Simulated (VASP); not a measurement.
# CO2 (I-42d) in VASP: a series of runs, part 2 of 2

VASP 6.6.1. The steps go on from the part before.

## (3) Relaxation of shape and atoms at fixed volume, PBE+D3(BJ) (a relaxed cell with its volume scaled by 1.04)

INCAR

```
SYSTEM = CO2
ALGO = Fast
EDIFF = 1E-7
EDIFFG = -0.01
ENCUT = 600
GGA = PE
IBRION = 2
ISIF = 4
ISMEAR = 0
IVDW = 12
KPAR = 2
LASPH = .True.
LCHARG = .False.
LREAL = .False.
LWAVE = .False.
NELM = 80
NSW = 40
PREC = Accurate
SIGMA = 0.03
```

KPOINTS

```
k-points
0
Gamma
  12 12 12
  0 0 0
```

POSCAR

```
CO2                                     
1.0
   -1.9950002270      1.9950002270      3.0273193707
    1.9950002270     -1.9950002270      3.0273193707
    1.9950002270      1.9950002270     -3.0273193707
  C               O             
     2     4
Direct
     0.0000000000000000    0.0000000000000000    0.0000000000000000
     0.7500000000000000    0.2500000000000000    0.5000000000000000
     0.3750000000000000    0.2927352918150434    0.4177352918150434
     0.7072647081849567    0.1250000000000000    0.0822647081849566
     0.8750000000000000    0.9572647081849567    0.5822647081849567
     0.0427352918150434    0.6250000000000000    0.9177352918150433
```

Potentials or basis: VASP PAW PBE potentials, release 64 (C, O).

The run is started by

```bash
$ cat potpaw_PBE.64/C/POTCAR potpaw_PBE.64/O/POTCAR > POTCAR
$ mpirun -np 2 vasp_std > vasp.out
```

It took 5.2 min on 2 MPI ranks of Intel Xeon Platinum 8375C at 2.90GHz (Ice Lake), shared host; peak memory 0.32 GiB.

The run converged. Its results:

```
Free energy                : -44.0322 eV
Energy gained by relaxing  : 4.3 meV/atom
Ionic steps                : 5
Pressure after relaxing    : -5.2 GPa
Band gap on the k mesh     : 7.58 eV, indirect (least direct gap 7.99 eV)
Dispersion energy per atom : -0.098 eV
```

Forces on the atoms (eV/Å):
```
C    0.000  0.000  0.000
C    0.000  0.000  0.000
O    0.002  0.000  0.000
O    0.000 -0.002  0.000
O   -0.002  0.000  0.000
O    0.000  0.002  0.000
```

Step by step:
```tsv
step	energy change (eV)	largest force (eV/Å)	pressure (GPa)
1	0.0000	0.5098	-9.52
2	-0.0231	0.0328	-5.34
3	-0.0233	0.0078	-5.66
4	-0.0247	0.0043	-5.51
5	-0.0259	0.0024	-5.19
```

Final structure:
```xyz
6
Lattice="-2.0029 2.0029 3.0035 2.0029 -2.0029 3.0035 2.0029 2.0029 -3.0035" Properties=species:S:1:pos:R:3 pbc="T T T"
C     0.0000    0.0000    0.0000
C     0.0000    2.0029    1.5018
O     0.6453    1.0014    0.7509
O    -1.0014    1.3575    2.2526
O     1.3575    1.0014    3.7544
O     3.0043    0.6454   -0.7509
```

Levels at points of the mesh, in eV from the valence-band top:
| k point | band 13 | band 14 | band 15 | band 16 | band 17 | band 18 | band 19 | band 20 |
| --- | --- | --- | --- | --- | --- | --- | --- | --- |
| (0.00, 0.00, 0.00) | -1.10 | -0.90 | -0.90 | -0.47 | 7.58 | 8.80 | 9.01 | 9.01 |
| (0.50, 0.00, 0.00) | -1.65 | -1.31 | -0.41 | -0.01 | 8.05 | 9.14 | 9.36 | 10.12 |
| (0.50, 0.50, 0.00) | -0.66 | -0.66 | -0.48 | -0.48 | 8.61 | 8.61 | 9.71 | 9.71 |
| (0.50, 0.50, 0.50) | -2.80 | -2.80 | 0.00 | 0.00 | 8.81 | 8.81 | 10.31 | 10.31 |

## (4) Relaxation of shape and atoms at fixed volume, PBE+D3(BJ) (a relaxed cell with its volume scaled by 1.06)

INCAR is that of step 3.

KPOINTS is that of step 3.

Edit POSCAR of step 3 so:

```diff
@@ -2,5 +2,5 @@
 1.0
-   -1.9950002270      1.9950002270      3.0273193707
-    1.9950002270     -1.9950002270      3.0273193707
-    1.9950002270      1.9950002270     -3.0273193707
+   -2.0077075774      2.0077075774      3.0466021795
+    2.0077075774     -2.0077075774      3.0466021795
+    2.0077075774      2.0077075774     -3.0466021795
   C               O
```

The run is started by

```bash
$ cat potpaw_PBE.64/C/POTCAR potpaw_PBE.64/O/POTCAR > POTCAR
$ mpirun -np 2 vasp_std > vasp.out
```

It took 5.4 min on 2 MPI ranks of Intel Xeon Platinum 8375C at 2.90GHz (Ice Lake), shared host; peak memory 0.32 GiB.

Results (log left out):

```yaml
Free_energy: -44.0005 eV
Energy_gained_by_relaxing: 9.4 meV/atom
Ionic_steps: 5
Pressure_after_relaxing: -7.4 GPa
Largest_force_after_relaxing: 0.005 eV/Å
Band_gap_on_the_k_mesh: 7.53 eV, indirect (least direct gap 7.89 eV)
Dispersion_energy_per_atom: -0.096 eV
```

Forces on the atoms (eV/Å):
```
C    0.000  0.000  0.000
C    0.000  0.000  0.000
O    0.005  0.000  0.000
O    0.000 -0.005  0.000
O   -0.005  0.000  0.000
O    0.000  0.005  0.000
```

The path:
| step | energy change (eV) | largest force (eV/Å) | pressure (GPa) |
| --- | --- | --- | --- |
| 1 | 0.0000 | 0.7361 | -13.58 |
| 2 | -0.0503 | 0.0176 | -7.91 |
| 3 | -0.0504 | 0.0116 | -8.13 |
| 4 | -0.0536 | 0.0061 | -7.90 |
| 5 | -0.0563 | 0.0049 | -7.45 |

Final structure:
```
C O
1.0
    -2.01940    2.01940    3.01143
     2.01940   -2.01940    3.01143
     2.01940    2.01940   -3.01143
C O
2 4
Direct
  0.00000 0.00000 0.00000
  0.75000 0.25000 0.50000
  0.37500 0.28285 0.40785
  0.71715 0.12500 0.09215
  0.87500 0.96715 0.59215
  0.03285 0.62500 0.90785
```

Levels at points of the mesh, in eV from the valence-band top:
| k point | band 12 | band 13 | band 14 | band 15 | band 16 | band 17 | band 18 | band 19 | band 20 |
| --- | --- | --- | --- | --- | --- | --- | --- | --- | --- |
| (0.00, 0.00, 0.00) | -1.04 | -1.04 | -0.93 | -0.93 | -0.50 | 7.53 | 8.61 | 8.86 | 8.86 |
| (0.50, 0.00, 0.00) | -2.12 | -1.65 | -1.29 | -0.42 | -0.01 | 7.94 | 8.95 | 9.25 | 10.04 |
| (0.50, 0.50, 0.00) | -2.61 | -0.68 | -0.68 | -0.47 | -0.47 | 8.46 | 8.46 | 9.61 | 9.61 |
| (0.50, 0.50, 0.50) | -3.01 | -2.78 | -2.78 | 0.00 | 0.00 | 8.77 | 8.77 | 10.13 | 10.13 |

A k mesh can miss the band edges.

## (5) Relaxation of cell and atoms, LDA

INCAR

```
SYSTEM = CO2
ALGO     = Normal         ! electronic algorithm
EDIFF    = 1E-6           ! SCF threshold, eV
EDIFFG   = -0.01          ! ionic threshold
ENCUT    = 600            ! plane-wave cutoff, eV
IBRION   = 2              ! ionic algorithm
ISIF     = 3              ! what is computed and relaxed
ISMEAR   = 0              ! smearing method
KPAR     = 2            
LASPH    = .True.         ! aspherical terms in the spheres
LCHARG   = .False.        ! write CHGCAR
LREAL    = .False.        ! projectors in reciprocal space
LWAVE    = .False.        ! write WAVECAR
NELM     = 80             ! most SCF steps
NSW      = 90             ! ionic steps
PREC     = Accurate       ! precision mode
SIGMA    = 0.03           ! smearing width, eV
```

KPOINTS is that of step 4.

POSCAR

```
CO2
1.0
   -1.7759000000      1.7759000000      2.9592000000
    1.7759000000     -1.7759000000      2.9592000000
    1.7759000000      1.7759000000     -2.9592000000
C O
2 4
Direct
    0.0000000000      0.0000000000      0.0000000000
    0.7500000000      0.2500000000      0.5000000000
    0.3750000000      0.3390000000      0.4640000000
    0.6610000000      0.1250000000      0.0360000000
    0.8750000000      0.9110000000      0.5360000000
    0.0890000000      0.6250000000      0.9640000000
```

Potentials or basis: VASP PAW LDA potentials, release 64 (C, O).

The run is started by

```bash
$ cat potpaw_LDA.64/C/POTCAR potpaw_LDA.64/O/POTCAR > POTCAR
$ mpirun -np 2 vasp_std > vasp.out
```

Run time: 4.4 min. Hardware: 2 MPI ranks of AMD EPYC 9R45 (Zen 5), shared host; peak memory 0.21 GiB.

It converged, with:

- Free energy: -49.0912 eV
- Relaxed volume: 7.41 Å³/atom
- Relaxed cell: a = 4.030 Å, b = 4.030 Å, c = 4.030 Å, α = 122.43°, β = 122.43°, γ = 85.83°
- Space group after relaxing (to 0.05 Å): I-42d (No. 122)
- Energy gained by relaxing: 140.5 meV/atom
- Ionic steps: 12
- Pressure after relaxing: -0.1 GPa
- Band gap on the k mesh: 7.49 eV, indirect (least direct gap 7.96 eV)

The path:
```
step  energy change (eV)  largest force (eV/Å)  pressure (GPa)  volume (Å³)
   1              0.0000                1.6716           21.74        37.33
   2             -0.6515                0.7364           -1.28        42.08
   3             -0.6705                0.6032           -4.77        43.10
   4             -0.7127                0.6151            9.64        42.45
   5             -0.7272                0.2021            4.56        42.66
   6             -0.8042                0.1223            2.72        43.44
   7             -0.8369                0.0239           -0.58        44.82
   8             -0.8430                0.0518            0.36        44.44
   9             -0.8430                0.0499            0.29        44.48
  10             -0.8428                0.0558           -0.94        44.54
  11             -0.8431                0.0049           -0.21        44.50
  12             -0.8432                0.0009           -0.09        44.45
```

Final structure:
```xyz
6
Lattice="-1.9404 1.9404 2.9513 1.9404 -1.9404 2.9513 1.9404 1.9404 -2.9513" Properties=species:S:1:pos:R:3 pbc="T T T"
C     0.0000    0.0000    0.0000
C     0.0000    1.9404    1.4757
O     0.6566    0.9702    0.7378
O    -0.9702    1.2838    2.2135
O     1.2838    0.9702    3.6892
O     2.9106    0.6566   -0.7378
```

Levels at points of the mesh, in eV from the valence-band top:
| k point | band 13 | band 14 | band 15 | band 16 | band 17 | band 18 | band 19 | band 20 |
| --- | --- | --- | --- | --- | --- | --- | --- | --- |
| (0.00, 0.00, 0.00) | -1.37 | -0.93 | -0.93 | -0.47 | 7.49 | 9.50 | 9.50 | 9.80 |
| (0.50, 0.00, 0.00) | -1.83 | -1.53 | -0.48 | 0.00 | 8.39 | 9.65 | 10.12 | 10.45 |
| (0.50, 0.50, 0.00) | -0.70 | -0.70 | -0.56 | -0.56 | 9.21 | 9.21 | 10.09 | 10.09 |
| (0.50, 0.50, 0.50) | -2.95 | -2.95 | -0.07 | -0.07 | 8.90 | 8.90 | 10.97 | 10.97 |

Caveat: the volume moved by over 15 % at a fixed basis, so the end points are rough; the volume moved by +19 % from the deposited cell, more than functionals usually miss. A hybrid or GW would open this gap; LDA tends to underestimate it.

## (6) The runs side by side

```tsv
task	level	potentials or basis	cell	gap on the mesh (eV)	pressure (GPa)
relaxation of shape and atoms at fixed volume	PBE+D3(BJ)	VASP PAW PBE potentials, release 64 (C, O)	atoms relaxed at fixed volume from: a relaxed cell with its volume scaled by 1.02	7.62	-2.7
relaxation of shape and atoms at fixed volume	PBE+D3(BJ)	VASP PAW PBE potentials, release 64 (C, O)	atoms relaxed at fixed volume from: a relaxed cell with its volume scaled by 1.04	7.58	-5.2
relaxation of shape and atoms at fixed volume	PBE+D3(BJ)	VASP PAW PBE potentials, release 64 (C, O)	atoms relaxed at fixed volume from: a relaxed cell with its volume scaled by 1.06	7.53	-7.4
relaxation of cell and atoms	LDA	VASP PAW LDA potentials, release 64 (C, O)	relaxed	7.49	-0.1
```

Alike in all rows: no spin polarisation; k mesh 12 × 12 × 12; cutoff (eV) 600; smearing gaussian 0.03 eV.

Caveats: the volume moved by over 15 % at a fixed basis, so the end points are rough (some runs); the volume moved by +19 % from the deposited cell, more than functionals usually miss (some runs).

Total energies depend on the potentials used, so only differences within one code and one set of settings carry meaning.
